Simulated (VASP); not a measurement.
# VASP 6.6.1 run: MgS

INCAR

```
NBANDS = 11
TIME = 0.5
SIGMA = 0.02
ISIF = 2
LCHARG = .FALSE.
ALGO = Damped
ENCUT = 500
PREC = Accurate
NELM = 120
ISMEAR = -1
LREAL = .FALSE.
LASPH = .TRUE.
NSW = 0
EDIFF = 1E-7
GGA = PE
LWAVE = .FALSE.
IBRION = -1
```

KPOINTS

```
KPOINTS created by Atomic Simulation Environment
0
Gamma
8 8 8
0 0 0
```

POSCAR

```
Mg S
 1.0000000000000000
    -0.0341592472000000    2.7967175917999998    2.7967175917999998
     2.7967175917999998   -0.0341592472000000    2.7967175917999998
     2.7967175917999998    2.7967175917999998   -0.0341592472000000
 Mg  S
   1   1
Cartesian
 -0.0066497604646519 -0.0066497604646519 -0.0066497604646519
  1.3964687445646522  1.3964687445646522  1.3964687445646520
```

The recommended PBE PAW datasets give the neutral cell 8 valence electrons.

Command

```
mpirun -np 1 vasp_std
```

OSZICAR

```
N       E                     dE             d eps       ncg     rms           ort
DAV:   1     0.452920886880E+02    0.45292E+02   -0.33163E+03   715   0.636E+02
DAV:   2     0.938037757111E-01   -0.45198E+02   -0.42245E+02   715   0.126E+02
DAV:   3    -0.761873555180E+01   -0.77125E+01   -0.75253E+01   715   0.616E+01
DAV:   4    -0.876223079465E+01   -0.11435E+01   -0.11250E+01   715   0.233E+01
DAV:   5    -0.894074442335E+01   -0.17851E+00   -0.17592E+00   715   0.900E+00
SDA:   6    -0.790954940998E+01    0.10312E+01   -0.86877E+00   715   0.174E+01   0.000E+00
DMP:   7    -0.839449681119E+01   -0.48495E+00   -0.88328E-01   715   0.110E+00   0.201E+00
DMP:   8    -0.841134817819E+01   -0.16851E-01   -0.56942E-01   715   0.151E+00  -0.110E+00
DMP:   9    -0.844849485764E+01   -0.37147E-01   -0.23032E-01   715   0.347E-01   0.342E-01
DMP:  10    -0.845816024215E+01   -0.96654E-02   -0.25293E-02   715   0.765E-02  -0.778E-02
DMP:  11    -0.845924887065E+01   -0.10886E-02   -0.26288E-02   715   0.551E-02  -0.748E-03
DMP:  12    -0.846069205854E+01   -0.14432E-02   -0.44074E-03   715   0.700E-03   0.545E-03
DMP:  13    -0.846080575889E+01   -0.11370E-03   -0.16897E-03   715   0.475E-03  -0.410E-03
DMP:  14    -0.846091723430E+01   -0.11148E-03   -0.10999E-03   715   0.185E-03   0.106E-03
DMP:  15    -0.846097788941E+01   -0.60655E-04   -0.15582E-04   715   0.256E-04   0.166E-04
DMP:  16    -0.846098402779E+01   -0.61384E-05   -0.81082E-05   715   0.190E-04  -0.837E-05
DMP:  17    -0.846098873031E+01   -0.47025E-05   -0.31110E-05   715   0.490E-05   0.396E-05
DMP:  18    -0.846098980500E+01   -0.10747E-05   -0.41215E-06   715   0.102E-05  -0.599E-06
DMP:  19    -0.846098992587E+01   -0.12087E-06   -0.37883E-06   715   0.804E-06  -0.138E-06
DMP:  20    -0.846099025967E+01   -0.33379E-06   -0.11660E-06   715   0.163E-06   0.212E-06
DMP:  21    -0.846099038271E+01   -0.12304E-06   -0.18135E-07   715   0.432E-07  -0.207E-07
DMP:  22    -0.846099040138E+01   -0.18676E-07   -0.14713E-07   715   0.289E-07   0.173E-08
   1 F= -.84609904E+01 E0= -.84609904E+01  d E =-.759940E-11
```

Standard output (part)

```
POSCAR found type information on POSCAR MgS
 POSCAR found :  2 types and       2 ions
 LDA part: xc-table for (Slater+PW92), standard interpolation
 POSCAR, INCAR and KPOINTS ok, starting setup
 WAVECAR not read
 entering main loop
 final diagonalization occupied
```

From OUTCAR

```
k-points           NKPTS =     65   k-points in BZ     NKDIM =     65   number of bands    NBANDS=     11

   NELECT =       8.0000    total number of electrons

   dimension x,y,z NGX =    30 NGY =   30 NGZ =   30
   dimension x,y,z NGXF=    60 NGYF=   60 NGZF=   60

  energy-cutoff  :      500.00
  volume of cell :       44.55
      direct lattice vectors                 reciprocal lattice vectors
    -0.034159247  2.796717592  2.796717592    -0.175538447  0.177708994  0.177708994
     2.796717592 -0.034159247  2.796717592     0.177708994 -0.175538447  0.177708994
     2.796717592  2.796717592 -0.034159247     0.177708994  0.177708994 -0.175538447

 k-points in reciprocal lattice and weights: KPOINTS created by Atomic Simulation Env
   0.00000000  0.00000000  0.00000000       0.002
   0.12500000  0.00000000 -0.00000000       0.012
   0.25000000  0.00000000 -0.00000000       0.012
   0.37500000  0.00000000  0.00000000       0.012
   0.50000000  0.00000000 -0.00000000       0.006
   0.12500000  0.12500000 -0.00000000       0.012
   0.25000000  0.12500000 -0.00000000       0.023
   0.37500000  0.12500000  0.00000000       0.023
   ...

 E-fermi :   1.6405

 k-point     1 :       0.0000    0.0000    0.0000
  band No.  band energies     occupation
      1     -10.1490      2.00000
      2       1.1445      2.00000
      3       1.1445      2.00000
      4       1.2512      2.00000
      5       4.7236      0.00000
      6       9.0957      0.00000
      7       9.0957      0.00000
      8       9.3444      0.00000
      9      12.0503      0.00000
     10      12.0503      0.00000
     11      15.0990      0.00000

 k-point     2 :       0.1250    0.0000   -0.0000
  band No.  band energies     occupation
      1     -10.0596      2.00000
      2       0.4684      2.00000
      3       1.0946      2.00000
      4       1.1846      2.00000
      5       5.3892      0.00000
      6       8.9450      0.00000
      7       9.2769      0.00000
      8       9.4932      0.00000
      9      11.5739      0.00000
     10      11.6265      0.00000
     11      15.7099      0.00000

 k-point     3 :       0.2500    0.0000   -0.0000
  band No.  band energies     occupation
      1      -9.8279      2.00000
      2      -0.7197      2.00000
      3       0.9820      2.00000
      4       1.0583      2.00000
      5       6.2492      0.00000
      6       9.0094      0.00000
      7       9.3345      0.00000
      8       9.4927      0.00000
      9      11.5785      0.00000
     10      11.7493      0.00000
     11      13.5498      0.00000

 k-point     4 :       0.3750    0.0000    0.0000
  band No.  band energies     occupation
      1      -9.5681      2.00000
      2      -1.6625      2.00000
      3       0.8789      2.00000
      4       0.9431      2.00000
      5       6.4189      0.00000
      6       8.9835      0.00000
      7       9.1138      0.00000
      8       9.6125      0.00000
      9      12.8450      0.00000
     10      13.0777      0.00000
     11      13.5717      0.00000

 k-point     5 :       0.5000    0.0000   -0.0000
  band No.  band energies     occupation
      1      -9.4501      2.00000
      2      -2.0209      2.00000
      3       0.8386      2.00000
      4       0.8981      2.00000
      5       6.3858      0.00000
      6       8.8118      0.00000
      7       8.9441      0.00000
      8       9.8646      0.00000
      9      14.2183      0.00000
     10      14.5168      0.00000
     11      14.7152      0.00000

 ...

  Total        0.5681959      0.5681959      0.5681959      0.1001818      0.1001818      0.1001818
  in kB       20.4337685     20.4337685     20.4337685      3.6027928      3.6027928      3.6027928
  external PRESSURE =      20.4337685 kB  Pullay stress =       0.0000000 kB

 POSITION                                       TOTAL-FORCE (eV/Angst)
 -----------------------------------------------------------------------------------
      5.55263      5.55263      5.55263        -0.003688     -0.003688     -0.003688
      1.39647      1.39647      1.39647         0.003688      0.003688      0.003688
 -----------------------------------------------------------------------------------
    total drift:                               -0.000141     -0.000141     -0.000141

  FREE ENERGIE OF THE ION-ELECTRON SYSTEM (eV)
  ---------------------------------------------------
  free  energy   TOTEN  =        -8.4609904014 eV

  energy  without entropy=       -8.4609904014  energy(sigma->0) =       -8.46099040
```

It converged. Results: gap between bands v and c on the k mesh 3.47 eV; least direct gap on the k mesh 3.47 eV; pressure 2.0 GPa. Band v is the last that the valence electrons fill when counted band by band, and c is the next.

For comparison, a separate PBE run of the intended cell, on usual settings and not on those above, gives a gap of 3.47 eV on its mesh and a pressure of 2.0 GPa.

The run above took about 17 s on one core of a shared host (Intel Xeon 6975P-C) and held 0.2 GiB at most.
